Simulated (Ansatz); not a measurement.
# CdS (Greenockite) in Ansatz: convergence with ecutrho ratio

Input of the first run (ecutrho ratio 4); the others differ in this setting and in those tied to it:

Contents of input.yaml:

```yaml
crystal:
  lattice:
    - [4.15, 0.0, 0.0]
    - [-2.075, 3.5940054257, 0.0]
    - [0.0, 0.0, 6.737]
  atoms:
    - { symbol: Cd, position: [0.6666666667, 0.3333333333, 0.5] }
    - { symbol: Cd, position: [0.3333333333, 0.6666666667, 0.0] }
    - { symbol: S, position: [0.6666666667, 0.3333333333, 0.875] }
    - { symbol: S, position: [0.3333333333, 0.6666666667, 0.375] }
hamiltonian:
  xc: pbe
  pseudopotentials: { kind: paw }
kpoints:
  mp_grid: { grid: [6, 6, 4] }
scf:
  occupations: { method: fermi_dirac, width: 0.1 }
output:
  forces: true
  stress: true
  eigenvalues: true
basis:
  ecutrho_ratio: 4
```

Potentials or basis: Ansatz PAW.

Launch:

```console
$ ansatz run input.yaml --threads 2 --pin off --max-ram 5632MiB --backend cpu --events-out ev --progress --plain --runs-dir out
```

Hardware: 2 threads of Intel(R) Xeon(R) Processor @ 2.50GHz (Skylake/Cascade Lake), with other jobs on the host.

```tsv
ecutrho ratio	energy less the tightest run, at zero smearing (meV/atom)	SCF cycles	CPU time (s)	peak memory (GiB)
4	0.00	6	8.4	0.36
5	0.00	6	9	0.37
6	0.00	6	8.9	0.39
8	0.00	6	9.5	0.41
10	0.00	6	9.9	0.45
12	0.00	6	11	0.49
```

Against the tightest run, the energy stays within 1 meV/atom from 4 on. The tightest run that finished is the yardstick and may itself not be fully converged.
